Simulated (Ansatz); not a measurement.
# Pt (hcp type): how the settings move a single-point run

Aim: see which settings change the result for Pt (hcp type), by how much, and at what cost.

Method: reference: DFT, PBE, PAW with Ansatz's default frozen-core files, scalar-relativistic, in Ansatz 0.2.0.

3 further runs of the same task are left out: 1 for a known fault of the program, 2 that didn't finish.

## 1. The starting structure

The structure is monoclinic, space group C2/m (No. 12). The conventional cell has a = 4.877 Å, b = 2.816 Å, c = 4.562 Å, α = 90.00°, β = 90.00°, γ = 90.00°. Pt (site symmetry m) is surrounded by 1 Pt at 1.96 Å.

Structure file:

```cif
data_structure
_symmetry_space_group_name_H-M 'C2/m'
_symmetry_Int_Tables_number 12
_cell_length_a 4.8771
_cell_length_b 2.8158
_cell_length_c 4.5616
_cell_angle_alpha 90.000
_cell_angle_beta 90.000
_cell_angle_gamma 90.000
_cell_volume 62.64
loop_
_atom_site_label
_atom_site_type_symbol
_atom_site_symmetry_multiplicity
_atom_site_Wyckoff_symbol
_atom_site_fract_x
_atom_site_fract_y
_atom_site_fract_z
_atom_site_occupancy
Pt1 Pt 4 i 0.11667 0.50000 0.17500 1
```

## 2. Baseline

The input, input.yaml:

```yaml
crystal:
  lattice:
    - [2.8157965965, 0.0, 0.0]
    - [-1.4078982983, 2.4385513845, 0.0]
    - [0.0, 0.0, 4.5615904864]
  atoms:
    - { symbol: Pt, position: [0.2333333333, 0.6166666667, 0.175] }
    - { symbol: Pt, position: [0.7666666667, 0.3833333333, 0.825] }
kpoints:
  mp_grid: { grid: [12, 12, 7] }
scf:
  occupations: { method: fermi_dirac, width: 0.05 }
hamiltonian:
  xc: pbe
  pseudopotentials: { kind: paw }
output:
  forces: true
  stress: true
  eigenvalues: true
  populations: true
  write_density: true
  write_potential: true
  elf: true
  volumetric_format: npy
```

Launch:

```bash
$ ansatz run input.yaml --threads 1 --pin off --max-ram 2048MiB --backend cpu --events-out ev --progress --plain --runs-dir out
```

## 3. Variant: pseudopotentials.kind nc, dispersion d3bjatm

input.yaml, as its differences from that of step 2:

```diff
@@ -14,3 +14,4 @@
   xc: pbe
-  pseudopotentials: { kind: paw }
+  pseudopotentials: { kind: nc }
+  dispersion: d3bjatm
 output:
@@ -20,5 +21 @@
   populations: true
-  write_density: true
-  write_potential: true
-  elf: true
-  volumetric_format: npy
```

## 4. Variant: symmetry.detect false, accuracy low

input.yaml, as its differences from that of step 2:

```diff
@@ -8,2 +8,3 @@
     - { symbol: Pt, position: [0.7666666667, 0.3833333333, 0.825] }
+  symmetry: { detect: false }
 kpoints:
@@ -20,5 +21,2 @@
   populations: true
-  write_density: true
-  write_potential: true
-  elf: true
-  volumetric_format: npy
+accuracy: low
```

What does the calculation give? Wanted: for each run, ending; energy change; pressure; gap; force.

**Answer**, as computed:

```csv
run,ending,energy change,pressure (GPa),gap (eV),force (eV/Å),cycles,time
reference,converged,0,110.0,0.00,26.42,6,13 s
"1: pseudopotentials.kind nc, dispersion d3bjatm",converged,not comparable,104.5,0.00,26.51,7,59 s
"2: symmetry.detect false, accuracy low",converged,0.0 meV/atom,110.0,0.00,26.42,6,40 s
```

Times don't compare one to one where runs were asked for different outputs or read a saved state (see the inputs); cycles may leave out searches for a lower state.

Residual by cycle in the longest SCF loop of each run; runs are numbered as in the table. The quantity is the density residual dr2, in eV.

```csv
cycle,reference,run 1,run 2
1,0.014,1.61,0.014
2,0.00432,0.379,0.00432
3,1.6e-4,0.00818,1.6e-4
4,1.3e-5,3.5e-4,1.3e-5
5,7.2e-7,2.7e-5,7.3e-7
6,3.8e-8,1.9e-6,3.9e-8
7,-,8.3e-8,-
```

**Reading.** «symmetry.detect false, accuracy low» leaves the energy as it was. The structure is not at rest: the sound run finds 110 GPa, so these are no properties of the relaxed crystal. 
